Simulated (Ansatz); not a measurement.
## Clamped-ion strain scan in BN

Level of theory: DFT PBE+D3(BJ), scalar-relativistic, plane waves, PAW in Ansatz. Cutoff 420 eV, Γ-centred 12×12×12 k-points, Gaussian smearing of 0.05 eV. No spin polarisation. Energies are free energies at this smearing, counted from the undisturbed cell; pressure is positive in compression.

The undisturbed cell (relaxed at this level; this form isn't the usual structure):

```
B N
1.0
     1.25306    0.72345    3.29488
    -1.25306    0.72345    3.29488
     0.00000   -1.44691    3.29488
B N
1 1
Cartesian
  0.0000 0.0000 9.8817
  0.0000 0.0000 3.2890
```

The cell is strained by ε times the Voigt pattern (0, 0, 0, 1, 0, 0) (xx, yy, zz, yz, xz, xy; engineering shear) with fractional coordinates fixed.

```
      ε  ΔE (meV/atom) stress summed along the pattern (GPa, tension positive) pressure (GPa) gap on the mesh (eV)
-0.1000            1.1                                                    -0.37            -0.4                  3.75
-0.0500            0.3                                                    -0.22            -0.1                  3.98
 0.0000            0.0                                                     0.00             0.0                  4.24
 0.0250            0.1                                                     0.14             0.0                  4.14
 0.0750              ?                                                        ?            -0.2                  3.94
```

(1) Give the withheld values.

Answers

(1) ΔE (meV/atom) at ε = 0.0750: 1.0; stress summed along the pattern (GPa, tension positive) at ε = 0.0750: 0.51.